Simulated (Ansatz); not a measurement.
## Ansatz 0.2.0, vacancy hop by nudged elastic band: BAs

The command:

```bash
ansatz run input.yaml --threads 4 --pin off --max-ram 8192MiB --backend cpu --events-out ev --progress --plain --runs-dir out
```

input.yaml:

```yaml
crystal:
  lattice:
    - [0.0, 4.731864, 4.731864]
    - [4.731864, 0.0, 4.731864]
    - [4.731864, 4.731864, 0.0]
  atoms:
    - { symbol: B, position: [0.00358997, -0.0011659, -0.00371356] }
    - { symbol: As, position: [0.12038996, 0.12459433, 0.12833609] }
    - { symbol: B, position: [0.00265502, -0.00214715, 0.5015849] }
    - { symbol: As, position: [0.1260419, 0.12924516, 0.6245691] }
    - { symbol: B, position: [-0.00184022, 0.50071478, 0.00141784] }
    - { symbol: As, position: [0.12615737, 0.62705064, 0.12943969] }
    - { symbol: As, position: [0.12066383, 0.61896732, 0.62596016] }
    - { symbol: B, position: [0.50835029, -0.00743492, -0.00477946] }
    - { symbol: As, position: [0.62897421, 0.12547968, 0.12686454] }
    - { symbol: B, position: [0.50356963, -0.00533892, 0.50465484] }
    - { symbol: As, position: [0.62693532, 0.12555938, 0.62138152] }
    - { symbol: B, position: [0.49861948, 0.50017788, -0.00011696] }
    - { symbol: As, position: [0.62199545, 0.62437202, 0.12640815] }
    - { symbol: B, position: [0.50702049, 0.49449335, 0.50270139] }
    - { symbol: As, position: [0.63094711, 0.6256269, 0.61993747] }
kpoints:
  mp_grid: { grid: [3, 3, 3] }
magnetization:
  spin_polarized: false
scf:
  occupations: { method: gaussian, width: 0.1 }
hamiltonian:
  pseudopotentials: { kind: paw }
  xc: lda
basis:
  ecutwfc: 420
neb:
  images: 5
  relax_end_points: true
  climbing: true
  f_tol: 0.1
  max_iterations: 40
  order_check: false
  final_atoms:
    - { symbol: B, position: [0.00358997, -0.0011659, -0.00371356] }
    - { symbol: As, position: [0.12038996, 0.12459433, 0.12833609] }
    - { symbol: B, position: [0.00265502, -0.00214715, 0.5015849] }
    - { symbol: As, position: [0.1260419, 0.12924516, 0.6245691] }
    - { symbol: B, position: [0.00277862, 0.50191246, 0.49248814] }
    - { symbol: As, position: [0.12615737, 0.62705064, 0.12943969] }
    - { symbol: As, position: [0.12066383, 0.61896732, 0.62596016] }
    - { symbol: B, position: [0.50835029, -0.00743492, -0.00477946] }
    - { symbol: As, position: [0.62897421, 0.12547968, 0.12686454] }
    - { symbol: B, position: [0.50356963, -0.00533892, 0.50465484] }
    - { symbol: As, position: [0.62693532, 0.12555938, 0.62138152] }
    - { symbol: B, position: [0.49861948, 0.50017788, -0.00011696] }
    - { symbol: As, position: [0.62199545, 0.62437202, 0.12640815] }
    - { symbol: B, position: [0.50702049, 0.49449335, 0.50270139] }
    - { symbol: As, position: [0.63094711, 0.6256269, 0.61993747] }
```

Origin of the cell: a database entry, scaled a little.

The cell is 2×2×2 cells of BAs with one B taken out; atom 5 (B) hops into the empty site, 3.31 Å away before the end points are relaxed. All atoms were shaken by about 0.02 Å first.

Output (shortened):

```
Warning: neb: disabling space-group detection — the band's intermediate images generally break the endpoint symmetry, so no spatial operation reduces the k-mesh or symmetrises the density, ex […]
Pseudopotentials: kind: paw
Pseudopotential: B, paw, valence charge 3, recommended cutoff 420 eV (normal), B.paw.azcp
Pseudopotential: As, paw, valence charge 15, recommended cutoff 420 eV (normal), As.paw.azcp
Functional definition: SPW92
  exchange = slater_x
  correlation = pw_c
parallel-image band execution: 4 concurrent image workers
NEB image 0
Crystal: 15 atoms, lattice volume = 211.898 Å³
Basis set: ecut = 420 eV, 4111 PW (Γ)
Bands: 86, of which v1, the nominal top of the filled ones, is band 71 counted from 1 (70 counted from 0)
Symmetry: 1 space group operations
k-points: 14 of 27 (time reversal used)
[… 6 lines left out …]
Initial density: superposition of atomic densities (neutral atoms: chi_scale 0, normalization atom), corrected by the library's trained network
Functional: x = slater, c = lda
SCF iter   1: F=—  HF=-39236.667805 eV  Δρ=7.73e-3  dr2=1.72e-1  defer=21
SCF iter   2: F=—  HF=-39236.617835 eV  Δρ=3.64e-3  dr2=3.79e-2  defer=51
SCF iter   3: F=—  HF=-39236.605721 eV  Δρ=6.99e-4  dr2=1.41e-3  defer=51
[… 2 lines left out …]
SCF iter   6: F=—  HF=-39236.605088 eV  Δρ=2.18e-5  dr2=9.68e-7  defer=67
SCF iter   7: F=—  HF=-39236.605088 eV  Δρ=6.02e-6  dr2=1.50e-7
SCF iter   8: F=-39236.605088 eV  HF=-39236.605088 eV  Δρ=1.70e-6  dr2=5.53e-9
NEB iter   1: max|band force component| = 7.588e1 eV/Å  barrier→ = 20.8784 eV  barrier← = 20.8785 eV  Δτ_max = 0.1785 Å  (62 SCF iters)
NEB iter   2: max|band force component| = 2.531e1 eV/Å  barrier→ = 7.7892 eV  barrier← = 7.7893 eV  Δτ_max = 0.1177 Å  (40 SCF iters)
NEB iter   3: max|band force component| = 1.347e1 eV/Å  barrier→ = 5.1395 eV  barrier← = 5.1397 eV  Δτ_max = 0.1534 Å  (36 SCF iters)
NEB iter   4: max|band force component| = 5.989e0 eV/Å  barrier→ = 3.7251 eV  barrier← = 3.7252 eV  Δτ_max = 0.1961 Å  (39 SCF iters)
NEB iter   5: max|band force component| = 2.324e0 eV/Å  barrier→ = 3.2903 eV  barrier← = 3.2905 eV  Δτ_max = 0.1244 Å  (36 SCF iters)
NEB iter   6: max|band force component| = 4.213e-1 eV/Å  barrier→ = 3.1649 eV  barrier← = 3.1650 eV  CI = image 3  Δτ_max = 0.0259 Å  (35 SCF iters)
NEB iter   7: max|band force component| = 2.673e-1 eV/Å  barrier→ = 3.1465 eV  barrier← = 3.1466 eV  CI = image 3  Δτ_max = 0.0336 Å  (29 SCF iters)
NEB iter   8: max|band force component| = 1.988e-1 eV/Å  barrier→ = 3.1356 eV  barrier← = 3.1358 eV  CI = image 3  Δτ_max = 0.0297 Å  (29 SCF iters)
NEB iter   9: max|band force component| = 1.562e-1 eV/Å  barrier→ = 3.1351 eV  barrier← = 3.1352 eV  CI = image 3  Δτ_max = 0.0183 Å  (28 SCF iters)
NEB iter  10: max|band force component| = 5.765e-2 eV/Å  barrier→ = 3.1350 eV  barrier← = 3.1352 eV  CI = image 3  Δτ_max = 0.0000 Å  (26 SCF iters)
--- NEB band (7 images, 10 band iterations, 360 SCF iterations, 35 more in tests of the images' electronic states and relaxations of end points) ---
  forward barrier  = 3.135007 eV
  backward barrier = 3.135155 eV
  lagrangian_above_aufbau_ev (what the smearing adds, to first order; not taken off the barriers): saddle image -0.007970 eV, end points -0.016529 and -0.017809 eV
  climbing image's point = of an order that was not read
  energies are F+E_penalty+E_count in eV, relative to image 0
  image     s (Å)  Δ vs image 0  max|band force component| (eV/Å)
      0    0.0000      0.000000                                 —
      1    0.6450      0.778810                          1.067e-2
      2    1.2898      2.324227                          3.289e-2
  *   3    1.9345      3.135007                          9.966e-3
      4    2.5856      2.302808                          5.765e-2
      5    3.2367      0.797352                          1.351e-2
      6    3.8880     -0.000148                                 —
```

The converged band:

```tsv
image	path over all atoms (Å)	ΔF (eV)	B x	y	z (Å)
0	0.00	0.000	2.36	0.01	2.37
1	0.65	0.779	2.69	0.34	2.28
2	1.29	2.324	3.11	0.76	2.09
3	1.93	3.135	3.54	1.19	1.99
4	2.59	2.303	3.97	1.62	2.09
5	3.24	0.797	4.39	2.04	2.28
6	3.89	0.000	4.72	2.37	2.37
```

Relaxed start, forces in eV/Å:

```xyz
15
Lattice="0.000 4.732 4.732 4.732 0.000 4.732 4.732 4.732 0.000" Properties=species:S:1:pos:R:3:forces:R:3 pbc="T T T" image=0
B    -0.003    0.009    0.002   -0.004   -0.003    0.000
As    1.178    1.195    1.185    0.001   -0.004    0.000
B     2.361    2.378    0.001   -0.008   -0.001   -0.001
As    3.553    3.552    1.193   -0.007    0.007   -0.012
B     2.361    0.010    2.367   -0.006    0.000   -0.007
As    3.553    1.197    3.543   -0.010    0.003    0.011
As    5.901    3.553    3.541    0.013   -0.003    0.019
B    -0.005    2.375    2.367   -0.001    0.001   -0.002
As    1.177    3.556    3.550    0.011    0.006    0.005
B     2.361    4.741    2.369   -0.002   -0.003   -0.006
As    3.544    5.926    3.550    0.003   -0.008    0.004
B     2.361    2.373    4.733   -0.004   -0.002   -0.003
As    3.544    3.557    5.916    0.005   -0.002   -0.002
B     4.725    4.741    4.733   -0.007   -0.007   -0.010
As    5.903    5.926    5.922    0.015    0.015    0.005
```

Highest image (3), forces in eV/Å:

```xyz
15
Lattice="0.000 4.732 4.732 4.732 0.000 4.732 4.732 4.732 0.000" Properties=species:S:1:pos:R:3:forces:R:3 pbc="T T T" image=3
B     0.060   -0.058    0.207    0.004    0.003   -0.003
As    1.323    1.278    1.219    0.003    0.002    0.001
B     2.291    2.446   -0.191   -0.001   -0.001   -0.002
As    3.458    3.412    1.222    0.001    0.000    0.000
B     3.541    1.190    1.991   -0.004   -0.005    0.000
As    3.536    1.184    3.966   -0.009   -0.009    0.001
As    5.916    3.564    3.288    0.006    0.006    0.002
B     0.043    2.423    2.387    0.000    0.000   -0.001
As    1.177    3.557    3.649   -0.001   -0.001    0.003
B     2.311    4.692    2.389    0.000    0.000    0.002
As    3.543    5.924    3.475    0.000    0.000    0.001
B     2.293    2.439    4.939    0.003    0.004   -0.003
As    3.629    3.701    5.951    0.002    0.003    0.001
B     4.797    4.670    4.541   -0.001   -0.002   -0.002
As    5.761    5.838    5.954   -0.001    0.001    0.001
```

Relaxed end, forces in eV/Å:

```xyz
15
Lattice="0.000 4.732 4.732 4.732 0.000 4.732 4.732 4.732 0.000" Properties=species:S:1:pos:R:3:forces:R:3 pbc="T T T" image=6
B    -0.007    0.008    0.003   -0.001    0.000    0.000
As    1.182    1.184    1.193   -0.001   -0.001    0.000
B     2.359    2.373    0.003    0.001    0.000    0.001
As    3.541    3.557    1.187    0.001    0.001    0.000
B     4.725    2.374    2.369    0.000    0.000    0.000
As    3.535    1.185    3.546    0.000   -0.002    0.001
As    5.914    3.563    3.546   -0.002    0.002   -0.001
B    -0.007    2.374    2.370   -0.001    0.000    0.000
As    1.176    3.558    3.551    0.000   -0.001    0.000
B     2.359    4.740    2.369    0.000    0.000    0.000
As    3.541    5.922    3.551    0.001    0.000    0.000
B     2.358    2.374    4.735    0.000    0.000   -0.001
As    3.535    3.563    5.925    0.001    0.002    0.000
B     4.725    4.740    4.735    0.000    0.000    0.000
As    5.908    5.922    5.919    0.000    0.000    0.000
```

Barrier of this path: 3.14 eV forwards, 3.14 eV backwards, after 10 band iterations.

Caveats: no moments, though an odd count or open d shells may carry them; the k mesh is coarse if the cell is a metal; a small cell with a neutral vacancy and no spin, whose shape can make like sites unlike; the cell is held at a rescaled volume, and strain moves barriers; the hop was drawn among near neighbours and need not be the easiest path; few images and a loose tolerance, and neither the top nor the ends were tested for their order.

Time: 9.2 min on 4 threads of Arm Neoverse V1 (shared host), peak memory 1.5 GiB, from the program's own first density.
